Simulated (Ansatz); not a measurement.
## TePt under changes of volume

One of the cells (22.651 Å³/atom); the others are scaled copies at fixed shape and fractional positions:

```xyz
4
Lattice="1.9816 1.1441 6.6610 -1.9816 1.1441 6.6610 0.0000 -2.2881 6.6610" Properties=species:S:1:pos:R:3 pbc="T T T"
Pt    0.0000    0.0000    2.5911
Pt    0.0000    0.0000   17.3920
Te    0.0000    0.0000    8.0332
Te    0.0000    0.0000   11.9499
```

| Item | Value |
| --- | --- |
| Program | Ansatz 0.2.0 |
| Functional | PBEsol |
| Potentials or basis | Ansatz PAW |
| Cutoff | 420 eV (not typed: the program's choice for these potentials) |
| k mesh | 8 × 8 × 8 |
| Occupations | fermi-dirac, width 0.05 eV |
| Spin | no spin polarisation |

| volume (Å³/atom) | energy over the lowest point (meV/atom) | pressure (GPa) | largest force (eV/Å) |
| --- | --- | --- | --- |
| 21.292 | 34.58 | 9.1 | 0.938 |
| 21.745 | 13.99 | 5.6 | 0.627 |
| 22.198 | 2.83 | 2.4 | 0.344 |
| 22.651 | 0.00 | -0.3 | 0.191 |
| 23.104 | 4.54 | -2.8 | 0.179 |
| 23.557 | ? | ? | ? |
| 24.010 | 32.40 | -6.9 | 0.557 |

Problem. What does the run at 23.557 Å³/atom give?

Solution. Energy over the lowest point 15.60 meV/atom; pressure -4.9 GPa; largest force 0.362 eV/Å.

Worked out: A Birch-Murnaghan fit of order 3 (a polynomial in V^(-2/3)) to the other rows has its minimum at 22.59 Å³/atom with B0 = V·E''(V) = 132 GPa and B' = 5.1 at fixed shape and positions, which overstates the stiffness. It gives 15.59 meV/atom at 23.557 Å³/atom, against the run's 15.60, and -dE/dV = -5.0 GPa, against -4.9.

Energies are extrapolated to zero smearing.

Caveats: the PAW data sets come from PBE, with cores solved anew for the run's functional, which leaves a small shift of forces and pressure.
